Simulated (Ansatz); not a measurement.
The system is MnO.

```
Mn O
1.0
     2.96949    0.00000    0.00000
    -1.48474    2.57165    0.00000
     0.00000    0.00000    2.89807
Mn O
1 1
Direct
  0.00000 0.00000 0.00000
  0.66667 0.33333 0.50000
```

Measurements of this composition are mostly on another form, of space group No. 225.

Alike in all runs: program Ansatz 0.2.0; functional LDA; potentials or basis Ansatz PAW; cutoff 420 eV (not typed: the program's choice for these potentials); k mesh 7 × 7 × 7; occupations gaussian, width 0.05 eV.

Starts and where they ended:

```tsv
start	free energy over the lowest (meV/atom)	net moment (μB)	site or absolute moments (μB)	gap
collinear spin, ferromagnetic start of up to 4 μB	0.0	4.56	Mn +3.86; O +0.21	none (metal or under the smearing width)
collinear spin, program default start; fixed moment 0	676.2	0.00	-	-
collinear spin, random start of up to 3.16 μB	0.0	4.56	Mn +3.86; O +0.21	none (metal or under the smearing width)
```

Runs with fixed or held moments lie higher by the price of the constraint. A still lower state may exist.

Caveats: the cell is far from rest, so the order of the states can change on relaxing; a cell with one magnetic atom can't hold antiferromagnetic order, which such compounds often take (some runs); semilocal functionals often make such compounds metallic where correlation or magnetic order opens a gap, which also shifts bond lengths (some runs); the total moment is fixed, so each spin has its own Fermi level (some runs).
